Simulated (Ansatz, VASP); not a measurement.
# AlN: VASP beside Ansatz

INCAR

```
SYSTEM = AlN
ALGO = Normal
EDIFF = 1E-8
ENCUT = 520
GGA = PE
ISIF = 2
ISMEAR = -1
LASPH = .TRUE.
LCHARG = .FALSE.
LEFG = .TRUE.
LREAL = .FALSE.
LWAVE = .FALSE.
NBANDS = 11
NELM = 100
PREC = Accurate
SIGMA = 0.02
```

File KPOINTS:

```
k-points
0
G
  10 10 10
  0 0 0
```

POSCAR

```
AlN
1.0
    0.0000000000      1.9780000000      1.9780000000
    1.9780000000      0.0000000000      1.9780000000
    1.9780000000      1.9780000000      0.0000000000
Al N
1 1
Direct
    0.0000000000      0.0000000000      0.0000000000
    0.5000000000      0.5000000000      0.5000000000
```

Input for Ansatz:

```yaml
crystal:
  lattice:
    - [0.0, 1.978, 1.978]
    - [1.978, 0.0, 1.978]
    - [1.978, 1.978, 0.0]
  atoms:
    - { symbol: Al, position: [0.0, 0.0, 0.0] }
    - { symbol: "N", position: [0.5, 0.5, 0.5] }
kpoints:
  mp_grid: { grid: [10, 10, 10] }
  band_path:
    path:
      - [0.0, 0.0, 0.0]
      - [0.5, 0.0, 0.5]
      - [0.625, 0.25, 0.625]
      - [0.375, 0.375, 0.75]
      - [0.0, 0.0, 0.0]
      - [0.5, 0.5, 0.5]
      - [0.5, 0.25, 0.75]
      - [0.5, 0.0, 0.5]
    npoints: 14
scf:
  occupations: { method: fermi_dirac, width: 0.02 }
hamiltonian:
  xc: pbe
  pseudopotentials: { kind: paw }
output:
  forces: true
  stress: true
  eigenvalues: true
  efg: { contact_densities: true }
  populations: true
  bader: true
  dos: { projected: true, de: 0.2, e_range: [-14, 8] }
  write_density: true
  write_potential: true
  elf: true
  volumetric_format: npy
```

Alike in both runs: task electric field gradients; functional PBE; k mesh 10 × 10 × 10; occupations fermi-dirac, width 0.02 eV; no spin polarisation.

|  | VASP | Ansatz |
| --- | --- | --- |
| version | VASP 6.6.1 | Ansatz 0.2.0 |
| potentials or method | VASP PAW PBE potentials, release 64 (Al, N) | PAW with Ansatz's default frozen-core files, scalar-relativistic |
| plane-wave cutoff (eV) | 520 | 420 |
| valence electrons in the cell | 8 | 8 |

```csv
,VASP,Ansatz,Ansatz less VASP
gap on the k mesh at the Fermi level (eV),5.19,5.17,-0.014
pressure (GPa),25.2,25.6,+0.33
Vzz of the field gradient on the site that differs most (V/Å²),0.0,0.0,0.00
```

Caveats: so large a pressure means that the cell lies far from this level's equilibrium, or that cutoff or potentials fall short (VASP). A k mesh can miss the band edges.
